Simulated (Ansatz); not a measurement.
Theory: Ansatz 0.2.0, DFT, revPBE, plane waves (420 eV) with PAW, scalar-relativistic. (PAW data from PBE, frozen cores regenerated.)

An element in the hcp structure gives this curve. The cell is scaled uniformly from the relaxed one, with fractional coordinates and shape fixed. Energies are extrapolated to zero smearing, pressures are those at the given smearing. Magnetic state: spin not included. Spin polarisation is off; a magnetic state may lie lower.

```tsv
V (Å³/atom)	E − E₀ (meV/atom)	P (GPa)
9.125	157.6	46.97
9.540	63.3	27.67
9.955	13.8	12.27
10.369	0.0	-0.03
10.784	14.8	-9.84
11.199	52.4	-17.66
11.614	108.1	-23.87
```

Question: Which element is it?
A. iron
B. copper
C. beryllium
D. chromium

Answer: A. Its fit is V₀ = 10.35 Å³/atom, B₀ = 277 GPa, B₀′ = 4.6.
